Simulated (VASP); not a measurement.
# Te2Mo in VASP: settings compared

Aim: see how the results for Te2Mo move with the level of theory and the settings. Levels: r2SCAN, LDA, HSE06. Tasks: band structure, phonons.

Program: VASP 6.6.1. These are calculated values, not measurements. Logs are shortened: lines on timing, memory, paths and dates and some standing lists are left out, and cuts for length are marked.

## Step 1: The slab as given

The cell holds a slab with vacuum, 3 atoms: a = 3.503 Å, b = 3.503 Å, c = 21.605 Å, α = 90.00°, β = 90.00°, γ = 120.00°.

## Step 2: Band structure, r2SCAN

Contents of INCAR:

```
PREC = Accurate ; ENCUT = 520
EDIFF = 1E-6 ; ISMEAR = 0
SIGMA = 0.03 ; LREAL = False
LASPH = True ; NELM = 120
ALGO = All ; ISIF = 2
LWAVE = False ; LCHARG = False
LMAXMIX = 4 ; LDIPOL = True
IDIPOL = 3 ; DIPOL = 0.5 0.5 0.500
METAGGA = R2SCAN ; LMIXTAU = True
NBANDS = 20 ; LVHAR = True
LVACPOTAV = True ; AMIN = 0.01
```

Contents of KPOINTS:

```
regular mesh
0
Gamma
  12 12 1
```

Contents of POSCAR:

```
Te2Mo                                   
1.0
    3.5025290825      0.0000000000      0.0000000000
   -1.7512645413      3.0332791673      0.0000000000
    0.0000000000      0.0000000000     21.6051888000
  Te              Mo            
     2     1
Direct
     0.3333333300000021    0.6666666699999979    0.4158430858621642
     0.3333333300000021    0.6666666699999979    0.5841569141378358
     0.6666666699999979    0.3333333300000021    0.5000000000000000
```

Contents of KPOINTS_OPT:

```
explicit points
67
Reciprocal
 0.0000000000  0.0000000000  0.0000000000 1
 0.0357142900  0.0000000000  0.0000000000 1
 0.0714285700  0.0000000000  0.0000000000 1
 0.1071428600  0.0000000000  0.0000000000 1
 0.1428571400  0.0000000000  0.0000000000 1
 0.1785714300  0.0000000000  0.0000000000 1
 0.2142857100  0.0000000000  0.0000000000 1
 0.2500000000  0.0000000000  0.0000000000 1
 0.2857142900  0.0000000000  0.0000000000 1
 0.3214285700  0.0000000000  0.0000000000 1
 0.3571428600  0.0000000000  0.0000000000 1
 0.3928571400  0.0000000000  0.0000000000 1
 0.4285714300  0.0000000000  0.0000000000 1
 0.4642857100  0.0000000000  0.0000000000 1
 0.5000000000  0.0000000000  0.0000000000 1
 0.4791666700  0.0416666700  0.0000000000 1
 0.4583333300  0.0833333300  0.0000000000 1
 0.4375000000  0.1250000000  0.0000000000 1
 0.4166666700  0.1666666700  0.0000000000 1
 0.3958333300  0.2083333300  0.0000000000 1
 0.3750000000  0.2500000000  0.0000000000 1
 0.3541666700  0.2916666700  0.0000000000 1
 0.3333333300  0.3333333300  0.0000000000 1
 0.3137254900  0.3137254900  0.0000000000 1
 0.2941176500  0.2941176500  0.0000000000 1
 0.2745098000  0.2745098000  0.0000000000 1
 0.2549019600  0.2549019600  0.0000000000 1
 0.2352941200  0.2352941200  0.0000000000 1
 0.2156862700  0.2156862700  0.0000000000 1
 0.1960784300  0.1960784300  0.0000000000 1
 0.1764705900  0.1764705900  0.0000000000 1
 0.1568627500  0.1568627500  0.0000000000 1
 0.1372549000  0.1372549000  0.0000000000 1
 0.1176470600  0.1176470600  0.0000000000 1
 0.0980392200  0.0980392200  0.0000000000 1
 0.0784313700  0.0784313700  0.0000000000 1
 0.0588235300  0.0588235300  0.0000000000 1
 0.0392156900  0.0392156900  0.0000000000 1
 0.0196078400  0.0196078400  0.0000000000 1
 0.0000000000  0.0000000000  0.0000000000 1
 0.0000000000  0.0000000000  0.0000000000 1
 0.0067192700 -0.0033596300  0.0000000000 1
-0.0067192700  0.0033596300  0.0000000000 1
 0.0195978600 -0.0097989300  0.0000000000 1
-0.0195978600  0.0097989300  0.0000000000 1
 0.0000000000  0.0058190600  0.0000000000 1
-0.0000000000 -0.0058190600  0.0000000000 1
 0.0000000000  0.0169722500  0.0000000000 1
-0.0000000000 -0.0169722500  0.0000000000 1
 0.5000000000  0.0000000000  0.0000000000 1
 0.5067192700 -0.0033596300  0.0000000000 1
 0.4932807300  0.0033596300  0.0000000000 1
 0.5195978600 -0.0097989300  0.0000000000 1
 0.4804021400  0.0097989300  0.0000000000 1
 0.5000000000  0.0058190600  0.0000000000 1
 0.5000000000 -0.0058190600  0.0000000000 1
 0.5000000000  0.0169722500  0.0000000000 1
 0.5000000000 -0.0169722500  0.0000000000 1
 0.3333333300  0.3333333300  0.0000000000 1
 0.3400526000  0.3299737000  0.0000000000 1
 0.3266140600  0.3366929600  0.0000000000 1
 0.3529311900  0.3235344000  0.0000000000 1
 0.3137354700  0.3431322600  0.0000000000 1
 0.3333333300  0.3391523900  0.0000000000 1
 0.3333333300  0.3275142700  0.0000000000 1
 0.3333333300  0.3503055800  0.0000000000 1
 0.3333333300  0.3163610800  0.0000000000 1
```

Potentials or basis: VASP PAW PBE potentials, release 64 (Te, Mo_sv).

Started as:

```bash
> cat potpaw_PBE.64/Te/POTCAR potpaw_PBE.64/Mo_sv/POTCAR > POTCAR
> mpirun -np 1 vasp_std > vasp.out
```

OUTCAR:

```text
PREC = Accurate
   ENCUT = 520
   EDIFF = 1E-6
   ISMEAR = 0
   LREAL = False
   LASPH = True
   NELM = 120
   ISIF = 2
   METAGGA = R2SCAN

 ion  position               nearest neighbor table
   1  0.333  0.667  0.416-   3 2.72   3 2.72   3 2.72   2 3.64
   2  0.333  0.667  0.584-   3 2.72   3 2.72   3 2.72   1 3.64
   3  0.667  0.333  0.500-   1 2.72   2 2.72   1 2.72   2 2.72   1 2.72   2 2.72

  LATTYP: Found a hexagonal cell.
 ALAT       =     3.5025290825
 C/A-ratio  =     6.1684537918

  Lattice vectors:

 A1 = (   3.5025290825,   0.0000000000,   0.0000000000)
 A2 = (  -1.7512645413,   3.0332791673,   0.0000000000)
 A3 = (   0.0000000000,   0.0000000000,  21.6051888000)

Analysis of symmetry for initial positions (statically):
=====================================================================
 Subroutine PRICEL returns:
 Original cell was already a primitive cell.

 Routine SETGRP: Setting up the symmetry group for a
 hexagonal supercell.

 Subroutine GETGRP returns: Found 12 space group operations
 (whereof 12 operations were pure point group operations)
 out of a pool of 24 trial point group operations.

The static configuration has the point symmetry D_3h.

Analysis of symmetry for dynamics (positions and initial velocities):
=====================================================================
 Subroutine PRICEL returns:
 Original cell was already a primitive cell.

 Routine SETGRP: Setting up the symmetry group for a
 hexagonal supercell.

 Subroutine GETGRP returns: Found 12 space group operations
 (whereof 12 operations were pure point group operations)
 out of a pool of 24 trial point group operations.

The dynamic configuration has the point symmetry D_3h.

 Subroutine INISYM returns: Found 12 space group operations
 (whereof 12 operations are pure point group operations),
 and found     1 'primitive' translations

----------------------------------------------------------------------------------------

                                     Primitive cell

  volume of cell :     229.5367

  direct lattice vectors                    reciprocal lattice vectors
     3.502529083  0.000000000  0.000000000     0.285507979  0.164838108  0.000000000
    -1.751264541  3.033279167  0.000000000     0.000000000  0.329676217  0.000000000
     0.000000000  0.000000000 21.605188800     0.000000000  0.000000000  0.046285178

  length of vectors
     3.502529083  3.502529086 21.605188800     0.329676217  0.329676217  0.046285178

  position of ions in fractional coordinates (direct lattice)
     0.333333330  0.666666670  0.415843086
     0.333333330  0.666666670  0.584156914
     0.666666670  0.333333330  0.500000000

  ion indices of the primitive-cell ions
   primitive index   ion index
                 1           1
                 2           2
                 3           3

----------------------------------------------------------------------------------------

 KPOINTS: regular mesh

Automatic generation of k-mesh.
 Grid dimensions read from file:
 generate k-points for:   12   12    1

 Generating k-lattice:

  Cartesian coordinates                     Fractional coordinates (reciprocal lattice)
     0.023792332  0.013736509  0.000000000     0.083333333  0.000000000  0.000000000
     0.000000000  0.027473018  0.000000000     0.000000000  0.083333333  0.000000000
     0.000000000  0.000000000  0.046285178     0.000000000  0.000000000  1.000000000

  Length of vectors
     0.027473018  0.027473018  0.046285178

  Shift w.r.t. Gamma in fractional coordinates (k-lattice)
     0.000000000  0.000000000  0.000000000

 Subroutine IBZKPT returns following result:
 ===========================================

 Found     19 irreducible k-points:

 Following reciprocal coordinates:
            Coordinates               Weight
  0.000000  0.000000  0.000000      1.000000
  0.083333  0.000000  0.000000      6.000000
  0.166667 -0.000000  0.000000      6.000000
  0.250000  0.000000  0.000000      6.000000
  0.333333  0.000000  0.000000      6.000000
  0.416667 -0.000000  0.000000      6.000000
[... 11 lines left out ...]
  0.333333  0.250000  0.000000     12.000000
  0.333333  0.333333  0.000000      2.000000
   k-points           NKPTS =     19   k-points in BZ     NKDIM =     19   number of bands    NBANDS=     20
   number of dos      NEDOS =    301   number of ions     NIONS =      3
   total plane-waves  NPLWV = 127008
   dimension x,y,z NGX =    28 NGY =   28 NGZ =  162
   dimension x,y,z NGXF=    56 NGYF=   56 NGZF=  324
   ions per type =               2   1
   NGX,Y,Z   is equivalent  to a cutoff of  13.29, 13.29, 12.47 a.u.
   NGXF,Y,Z  is equivalent  to a cutoff of  26.58, 26.58, 24.93 a.u.
 SYSTEM =  unknown system
   PREC   = accura    normal or accurate (medium, high low for compatibility)
   ISTART =      0    job   : 0-new  1-cont  2-samecut
   ICHARG =      2    charge: 1-file 2-atom 10-const
   ISPIN  =      1    spin polarized calculation?
   LNONCOLLINEAR =      F non collinear calculations
   LSORBIT =      F    spin-orbit coupling
   LASPH  =      T    aspherical Exc in radial PAW
   ENCUT  =  520.0 eV  38.22 Ry    6.18 a.u.   6.51  6.51 40.17*2*pi/ulx,y,z
   NELM   =    120;   NELMIN=  2; NELMDL= -5     # of ELM steps
   EDIFF  = 0.1E-05   stopping-criterion for ELM
   LREAL  =      F    real-space projection
   EDIFFG = 0.1E-04   stopping-criterion for IOM
   NSW    =      0    number of steps for IOM
   IBRION =     -1    ionic relax: 0-MD 1-quasi-New 2-CG
   NFREE  =      0    steps in history (QN), initial steepest desc. (CG)
   ISIF   =      2    stress and relaxation
   ISYM   =      2    0-nonsym 1-usesym 2-fastsym
   POTIM  = 0.5000    time-step for ionic-motion
   TEBEG  =    0.0;   TEEND  =   0.0 temperature during run
   PSTRESS=    0.0 pullay stress
   NELECT =      26.0000    total number of electrons
   NUPDOWN=      -1.0000    fix difference up-down
   EMIN   =  10.00;   EMAX   =-10.00  energy-range for DOS
   EFERMI =   0.00;   METHOD = LEGACY
   ISMEAR =     0;   SIGMA  =   0.03  broadening in eV -4-tet -1-fermi 0-gaus
   EFERMI_NEDOS =   21; number of points for ismear=-14 and -15
   IALGO  =     58    algorithm
   IMIX   =      4    mixing-type and parameters
     AMIX     =   0.40;   BMIX     =  1.00
     AMIX_MAG =   1.60;   BMIX_MAG =  1.00
  volume/ion in A,a.u.               =      76.51       516.33
  Fermi-wavevector in a.u.,A,eV,Ry     =   0.792103  1.496858  8.536674  0.627428
  Thomas-Fermi vector in A             =   1.897775
   LORBIT       =      0    0 simple, 1 ext, 2 COOP (PROOUT), +10 PAW based schemes
   METAGGA = R2SCAN    functional components
   LHFCALC =     F    Hartree Fock is set to
   AEXX    =    0.0000 exact exchange contribution
   IVDW    =     0    specifies the selected vdW correction
   LEPSILON=     F    determine dielectric tensor
   LRPA    =     F    only Hartree local field effects (RPA)
 non-spin polarized calculation
 Gauss-broadening in eV      SIGMA  =   0.03
  energy-cutoff  :      520.00
  volume of cell :      229.54
 maximum number of plane-waves:      6249
 NGX is ok and might be reduce to    28
   NGX = 13   NGY = 13   NGZ = 81

 dipolmoment           0.000000      0.000000      0.000000 electrons x Angstroem

 number of electron      26.0000002 magnetization

 dipolmoment           0.000000      0.000000     -0.000000 electrons x Angstroem

 Free energy of the ion-electron system (eV)
  ---------------------------------------------------
  ext. energy  EPLUGINS =         0.00000000
  ---------------------------------------------------
  free energy    TOTEN  =       -77.74899668 eV

  energy without entropy =      -77.74899668  energy(sigma->0) =      -77.74899668

 E-fermi :  -0.4696     XC(G=0):  -3.9663

 val. band max:       -0.7646427033   @ k =   0.3333   0.3333   0.0000
 cond. band min:       0.5141331270   @ k =   0.3333   0.3333   0.0000
 fundamental gap:      1.2787758303
 Fermi energy:        -0.4696024430

 k-point     1 :       0.0000    0.0000    0.0000
  band No.  band energies     occupation
      1     -63.3868      2.00000
      2     -36.8409      2.00000
      3     -36.6965      2.00000
      4     -36.6965      2.00000
      5     -14.0477      2.00000
      6     -13.0482      2.00000
[... 12 lines left out ...]
     19       4.2233      0.00000
     20       5.2042      0.00000

 k-point     2 :       0.0833    0.0000    0.0000
  band No.  band energies     occupation
      1     -63.3860      2.00000
      2     -36.8386      2.00000
      3     -36.7066      2.00000
      4     -36.6989      2.00000
      5     -13.9425      2.00000
      6     -12.9746      2.00000
[... 12 lines left out ...]
     19       4.3423      0.00000
     20       4.8217      0.00000
[... 350 lines left out ...]
      3     -36.8042      2.00000
      4     -36.7733      2.00000
      5     -11.5881      2.00000
      6     -11.3647      2.00000
[... 12 lines left out ...]
     19       5.5703      0.00000
     20       6.8374      0.00000

 k-point    19 :       0.3333    0.3333    0.0000
  band No.  band energies     occupation
      1     -63.3735      2.00000
      2     -36.8088      2.00000
      3     -36.8031      2.00000
      4     -36.7899      2.00000
      5     -11.4767      2.00000
      6     -11.2868      2.00000
[... 12 lines left out ...]
     19       4.7366      0.00000
     20       7.0484      0.00000

------------------------ aborting loop because EDIFF is reached ----------------------------------------

 vacuum level on the upper side and lower side of the slab       (xc-potential included)        -0.011        -0.011

  FORCE on cell =-STRESS in cart. coord.  units (eV):
  Direction    XX          YY          ZZ          XY          YZ          ZX
  --------------------------------------------------------------------------------------
  -------------------------------------------------------------------------------------
  Total        1.1645062      1.1645062     -0.3093112     -0.0000000      0.0000000      0.0000000
  in kB        8.1283086      8.1283086     -2.1590071     -0.0000000      0.0000000      0.0000000
  external PRESSURE =       4.6992033 kB  Pullay stress =       0.0000000 kB

 VOLUME and BASIS-vectors are now :
 -----------------------------------------------------------------------------
  energy-cutoff  :      520.00
  volume of cell :      229.54
      direct lattice vectors                 reciprocal lattice vectors
     3.502529083  0.000000000  0.000000000     0.285507979  0.164838108  0.000000000
    -1.751264541  3.033279167  0.000000000     0.000000000  0.329676217  0.000000000
     0.000000000  0.000000000 21.605188800     0.000000000  0.000000000  0.046285178

 POSITION                                       TOTAL-FORCE (eV/Angst)
 -----------------------------------------------------------------------------------
     -0.00000      2.02219      8.98437         0.000000     -0.000000      0.081891
     -0.00000      2.02219     12.62082         0.000000     -0.000000     -0.081891
      1.75126      1.01109     10.80259        -0.000000      0.000000      0.000000
 -----------------------------------------------------------------------------------
    total drift:                               -0.000025      0.000014      0.000000

  FREE ENERGIE OF THE ION-ELECTRON SYSTEM (eV)
  ---------------------------------------------------
  free  energy   TOTEN  =       -77.7489966770 eV

  energy  without entropy=      -77.7489966770  energy(sigma->0) =      -77.74899668

 vacuum level on the upper side and lower side of the slab         4.209         4.209
```

It took 14 min on 1 thread of Intel Xeon Platinum 8488C (Sapphire Rapids), shared host; peak memory 0.49 GiB.

Results:

```yaml
Free_energy: -77.7490 eV
Largest_force: 0.082 eV/Å
Band_gap_on_the_k_mesh: 1.28 eV, direct
Band_gap_along_the_path: 1.28 eV, direct
Ionisation_potential_of_the_upper_face: 4.97 eV
```

Forces on the atoms (eV/Å):
```
Te   0.000  0.000  0.082
Te   0.000  0.000 -0.082
Mo   0.000  0.000  0.000
```

Levels at points of the mesh, in eV from the valence-band top:
| k point | band 10 | band 11 | band 12 | band 13 | band 14 | band 15 | band 16 | band 17 |
| --- | --- | --- | --- | --- | --- | --- | --- | --- |
| (0.00, 0.00, 0.00) | -1.72 | -0.91 | -0.91 | -0.61 | 3.33 | 3.33 | 3.62 | 3.62 |
| (0.50, 0.00, 0.00) | -2.45 | -1.88 | -0.83 | -0.31 | 1.59 | 1.92 | 3.54 | 3.88 |

Caveat: the PAW data sets were made with another functional, which shifts forces and pressure a little; spin-orbit coupling is left out, which moves the levels of the heavy elements. r2SCAN opens gaps a little over a GGA but as a rule still falls short of measured ones.

## Step 3: Band structure, LDA

Contents of INCAR:

```
PREC = Accurate ; ENCUT = 520
EDIFF = 1E-6 ; ISMEAR = 0
SIGMA = 0.03 ; LREAL = False
LASPH = True ; NELM = 80
ALGO = Normal ; ISIF = 2
LWAVE = False ; LCHARG = False
LMAXMIX = 4 ; LDIPOL = True
IDIPOL = 3 ; DIPOL = 0.5 0.5 0.500
GGA = CA ; NBANDS = 20
LVHAR = True ; LVACPOTAV = True
```

KPOINTS is that of step 2.

POSCAR is that of step 2.

KPOINTS_OPT is that of step 2.

Potentials or basis: VASP PAW LDA potentials, release 64 (Te, Mo_sv).

Started as:

```bash
> cat potpaw_LDA.64/Te/POTCAR potpaw_LDA.64/Mo_sv/POTCAR > POTCAR
> mpirun -np 1 vasp_std > vasp.out
```

Run time: 2.9 min. Hardware: 1 thread of Intel Xeon Platinum 8488C (Sapphire Rapids), shared host; peak memory 0.36 GiB.

Results (log left out):

```
Free energy                            : -20.4492 eV
Largest force                          : 0.462 eV/Å
Band gap on the k mesh                 : 1.19 eV, direct
Band gap along the path                : 1.19 eV, direct
Ionisation potential of the upper face : 5.13 eV
```

Forces in eV/Å, atoms in the order of the input:
```
Te   0.000  0.000  0.462
Te   0.000  0.000 -0.462
Mo   0.000  0.000  0.000
```

Levels at points of the mesh, in eV from the valence-band top:
| k point | band 9 | band 10 | band 11 | band 12 | band 13 | band 14 | band 15 | band 16 | band 17 | band 18 |
| --- | --- | --- | --- | --- | --- | --- | --- | --- | --- | --- |
| (0.00, 0.00, 0.00) | -1.59 | -1.59 | -0.81 | -0.81 | -0.57 | 3.21 | 3.21 | 3.48 | 3.48 | 4.32 |
| (0.50, 0.00, 0.00) | -3.31 | -2.26 | -1.69 | -0.74 | -0.19 | 1.51 | 1.80 | 3.30 | 3.73 | 3.96 |

Caveat: spin-orbit coupling is left out, which moves the levels of the heavy elements.

## Step 4: Band structure, HSE06, spin-orbit coupling, no magnetisation

Contents of POSCAR:

```
Te2Mo                                   
1.0
    3.5025290816      0.0000000000      0.0000000000
   -1.7512645408      3.0332791665      0.0000000000
    0.0000000000      0.0000000000     21.6051888000
  Te              Mo            
     2     1
Direct
     0.3333333300000021    0.6666666699999979    0.4158430858641111
     0.3333333300000021    0.6666666699999979    0.5841569141358889
     0.6666666699999979    0.3333333300000021    0.5000000000000000
```

Contents of INCAR.step1:

```
SYSTEM = Te2Mo
  PREC = Accurate
  ENCUT = 520
  EDIFF = 1E-5
  ISMEAR = 0
  SIGMA = 0.03
  LREAL = .FALSE.
  LASPH = .TRUE.
  NELM = 80
  ALGO = Normal
  ISIF = 2
  LWAVE = .TRUE.
  LCHARG = .FALSE.
  LNONCOLLINEAR = .TRUE.
  MAGMOM = 0 0 0 0 0 0 0 0 0
  LORBIT = 11
  LSORBIT = .TRUE.
  GGA_COMPAT = .FALSE.
  LMAXMIX = 4
  LDIPOL = .TRUE.
  IDIPOL = 3
  DIPOL = 0.5 0.5 0.500
  NBANDS = 41
  LVHAR = .TRUE.
  LVACPOTAV = .TRUE.
  KPAR = 4
  GGA = PE
```

Contents of INCAR.step2:

```
SYSTEM = Te2Mo
  PREC = Accurate
  ENCUT = 520
  EDIFF = 1E-6
  ISMEAR = 0
  SIGMA = 0.03
  LREAL = .FALSE.
  LASPH = .TRUE.
  NELM = 80
  ALGO = Normal
  ISIF = 2
  LWAVE = .FALSE.
  LCHARG = .FALSE.
  LNONCOLLINEAR = .TRUE.
  MAGMOM = 0 0 0 0 0 0 0 0 0
  LORBIT = 11
  LSORBIT = .TRUE.
  GGA_COMPAT = .FALSE.
  LMAXMIX = 4
  LDIPOL = .TRUE.
  IDIPOL = 3
  DIPOL = 0.5 0.5 0.500
  GGA = PE
  LHFCALC = .TRUE.
  HFSCREEN = 0.2
  PRECFOCK = Fast
  NBANDS = 41
  LVHAR = .TRUE.
  LVACPOTAV = .TRUE.
  KPAR = 4
  ISTART = 1
```

Contents of KPOINTS:

```
Automatic mesh
0
G
  6 6 1
  0 0 0
```

Contents of KPOINTS_OPT:

```
explicit points
3
Reciprocal
 0.0000000000  0.0000000000  0.0000000000 1
 0.5000000000  0.0000000000  0.0000000000 1
 0.3333333300  0.3333333300  0.0000000000 1
```

Potentials or basis: VASP PAW PBE potentials, release 64 (Te, Mo_sv).

Started as:

```bash
> cat potpaw_PBE.64/Te/POTCAR potpaw_PBE.64/Mo_sv/POTCAR > POTCAR
> cp INCAR.step1 INCAR
> mpirun -np 4 vasp_ncl > vasp.out
> cp INCAR.step2 INCAR
> mpirun -np 4 vasp_ncl > vasp.out
```

It took 47 min on 4 MPI ranks of Intel Xeon Platinum 8259CL at 2.50GHz (Skylake/Cascade Lake), shared host; peak memory 1.1 GiB.

The run converged. Its results:

```yaml
Free_energy: -22.1664 eV
Largest_force: 0.411 eV/Å
Valence_electrons_inside_the_program's_atomic_spheres: Te 3.53; Mo 12.34
Work_function_of_the_upper_face: 4.83 eV
Work_function_of_the_lower_face: 4.83 eV
```

Forces on the atoms (eV/Å):
```
Te   0.000  0.000  0.411
Te   0.000  0.000 -0.411
Mo   0.000  0.000  0.000
```

Caveat: the PAW data sets were made with another functional, which shifts forces and pressure a little.

(Continued in part 2 of 2.)
